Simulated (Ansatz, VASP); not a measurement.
**Ba: VASP beside Ansatz**

INCAR

```
SYSTEM = Ba
ALGO = Fast
EDIFF = 1E-7
EDIFFG = -0.01
ENCUT = 600
GGA = PS
IBRION = 2
ISIF = 3
ISMEAR = -1
IVDW = 12
LASPH = .True.
LCHARG = .False.
LREAL = .False.
LWAVE = .False.
NELM = 60
NSW = 60
PREC = Accurate
SIGMA = 0.05
```

Contents of KPOINTS:

```
k-points
0
Gamma
  7 7 7
  0 0 0
```

The input POSCAR:

```
Ba
1.0
    4.3116136979      0.0000000000      0.0000000000
   -2.1558068490      3.7339669937      0.0000000000
    0.0000000000      0.0000000000      3.9134133000
Ba
1
Direct
    0.0000000000      0.0000000000      0.0000000000
```

The input input.yaml:

```yaml
crystal:
  lattice:
    - [4.3116136979, 0.0, 0.0]
    - [-2.155806849, 3.7339669937, 0.0]
    - [0.0, 0.0, 3.9134133]
  atoms:
    - { symbol: Ba, position: [0.0, 0.0, 0.0] }
hamiltonian:
  xc: pbesol
  pseudopotentials: { kind: paw }
  dispersion: d3bj
kpoints:
  mp_grid: { grid: [7, 7, 7] }
scf:
  occupations: { method: fermi_dirac, width: 0.05 }
output:
  forces: true
  stress: true
  eigenvalues: true
relax:
  f_tol: 0.01
  max_steps: 40
  cell: { stress_tol: 0.05 }
```

This isn't the form of Ba at room conditions, which is bcc.

Alike in both runs: task relaxation of cell and atoms; functional PBEsol; dispersion D3(BJ); k mesh 7 × 7 × 7; occupations fermi-dirac, width 0.05 eV; no spin polarisation.

|  | VASP | Ansatz |
| --- | --- | --- |
| version | VASP 6.6.1 | Ansatz 0.2.0 |
| potentials or method | VASP PAW PBE potentials, release 64 (Ba_sv) | Ansatz PAW |
| plane-wave cutoff (eV) | 600 | 420 |
| valence electrons in the cell | 10 | 10 |

```csv
,VASP,Ansatz,Ansatz less VASP
"gap on the k mesh at the Fermi level, each at its own relaxed structure (eV)",none,none,-
relaxed volume (Å³/atom),51.20,50.06,-1.148
relaxed cell length with the largest relative difference (Å),3.711,3.669,-0.0419
energy change over the relaxation (meV/atom),-65,-76,-11.2
```

A gap of «none» marks a metal or a gap that the smearing closes.

Caveats: the volume moved by over 15 % at a fixed basis, so the end points are rough; pairwise dispersion overbinds metals, which lowers pressure and volume; the PAW data sets were made with another functional, which shifts forces and pressure a little (VASP); the plane-wave basis is chosen anew once the cell has moved, so the energies of steps on either side of that aren't comparable (Ansatz); the PAW data sets come from PBE, with cores solved anew for the run's functional, which leaves a small shift of forces and pressure (Ansatz). The runs have no spin-orbit coupling, so splittings on Ba are missing.
